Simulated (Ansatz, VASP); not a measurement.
## Two plane-wave programs on Bi

```xyz
1
Lattice="-1.8768 1.8768 1.8768 1.8768 -1.8768 1.8768 1.8768 1.8768 -1.8768" Properties=species:S:1:pos:R:3 pbc="T T T"
Bi    0.0000    0.0000    0.0000
```

Alike in both runs: functional PBEsol; k mesh 22 × 22 × 22; occupations gaussian, width 0.1 eV; no spin polarisation.

Ansatz relaxed the structure, and its values are those at the end. VASP's run is a single point on that final structure, the one shown.

|  | VASP | Ansatz |
| --- | --- | --- |
| version | VASP 6.6.1 | Ansatz 0.2.0 |
| potentials or method | VASP PAW PBE potentials, release 64 (Bi_d) | scalar-relativistic, plane waves, PAW |
| plane-wave cutoff (eV) | 520 | 420 |
| valence electrons in the cell | 15 | 15 |

Ansatz gave:

* gap on the k mesh at the Fermi level (eV): none
* pressure (GPa): 10.1

Problem. What did VASP give for the same quantities?

Solution. gap on the k mesh at the Fermi level (eV): none; pressure (GPa): 10.0.

A gap of «none» marks a metal or a gap that the smearing closes.

Caveats: the PAW data sets were made with another functional, which shifts forces and pressure a little (VASP); spin-orbit coupling is left out, which moves the levels of the heavy elements.
